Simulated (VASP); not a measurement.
All cells: G0W0@PBE in VASP with _GW potentials, real axis with 200 points, bands to about 270 eV, response cutoff 180 eV, meshes of 6×6×6 or like density, handbook lattice constants, no spin-orbit coupling; edges are sought among the points solved (high-symmetry points and, for some cells, the mesh's band edge), and the crystal's can lie elsewhere. Band sums and response are cut, so the gaps aren't at their basis limit.

Task: Order these cells by the G0W0 correction to the gap between the Kohn-Sham band edges, largest first.
A.
```xyz
2
Lattice="0.0000 2.2690 2.2690 2.2690 0.0000 2.2690 2.2690 2.2690 0.0000" Properties=species:S:1:pos:R:3 pbc="T T T"
B     0.0000    0.0000    0.0000
P     1.1345    1.1345    1.1345
```
B.
```
Si
1.0
     0.00000    2.71550    2.71550
     2.71550    0.00000    2.71550
     2.71550    2.71550    0.00000
Si
2
Direct
  0.00000 0.00000 0.00000
  0.25000 0.25000 0.25000
```
C.
```
B As
1.0
     0.00000    2.38850    2.38850
     2.38850    0.00000    2.38850
     2.38850    2.38850    0.00000
B As
1 1
Direct
  0.00000 0.00000 0.00000
  0.25000 0.25000 0.25000
```

Result: A (0.70 eV), C (0.64 eV), B (0.53 eV).
